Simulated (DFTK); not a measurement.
Crystal: KTaO3.

```xyz
5
Lattice="3.9883 0.0000 0.0000 0.0000 3.9883 0.0000 0.0000 0.0000 3.9883" Properties=species:S:1:pos:R:3 pbc="T T T"
Ta    0.0000    0.0000    0.0000
K     1.9942    1.9942    1.9942
O     0.0000    0.0000    1.9942
O     0.0000    1.9942    0.0000
O     1.9942    0.0000    0.0000
```

Base run:

```yaml
Program: DFTK 0.8.2
Functional: PBE
Potentials_or_basis: dojo.nc.sr.pbe.v0_4_1.standard.upf (PBE)
Cutoff: 1143 eV
k_mesh: 7 × 7 × 7
Occupations: fermi-dirac, width 0.05 eV
Spin: no spin polarisation
```

Its results: band gap on the k mesh 2.30 eV, indirect (least direct gap 2.87 eV).

Question: The run is repeated on the same cell with these changes: potentials or basis from dojo.nc.sr.pbe.v0_4_1.standard.upf (PBE) to SG15 1.2 (PBE); cutoff from 1143 eV to 952 eV; k mesh from 7 × 7 × 7 to 6 × 6 × 6; valence electrons from 40 to 54. What comes out?

Answer: Band gap on the k mesh 2.20 eV, indirect (least direct gap 2.81 eV).

Caveats: spin-orbit coupling is left out, which moves the levels of the heavy elements; an odd mesh through Γ misses points on the zone boundary, where band edges often lie (some runs).
